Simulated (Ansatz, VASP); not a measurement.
# Mg: VASP beside Ansatz

```
Mg
1.0
    -1.74881    1.74881    1.74881
     1.74881   -1.74881    1.74881
     1.74881    1.74881   -1.74881
Mg
1
Direct
  0.00000 0.00000 0.00000
```

Change from the starting cell: volume scaled by 0.96.

Alike in both runs: task single point; functional PBE; k mesh 11 × 11 × 11; occupations fermi-dirac, width 0.05 eV; no spin polarisation.

|  | VASP | Ansatz |
| --- | --- | --- |
| version | VASP 6.6.1 | Ansatz 0.2.0 |
| potentials or method | VASP PAW PBE potentials, release 64 (Mg), cutoff 520 eV | all-electron LAPW, scalar-relativistic |

```tsv
	VASP	Ansatz	Ansatz less VASP
gap on the k mesh at the Fermi level (eV)	none	none	-
pressure (GPa)	2.6	2.7	+0.10
```

A gap of «none» marks a metal or a gap that the smearing closes. Ansatz ran all-electron here, so the differences hold the error of VASP's frozen core and of both bases.
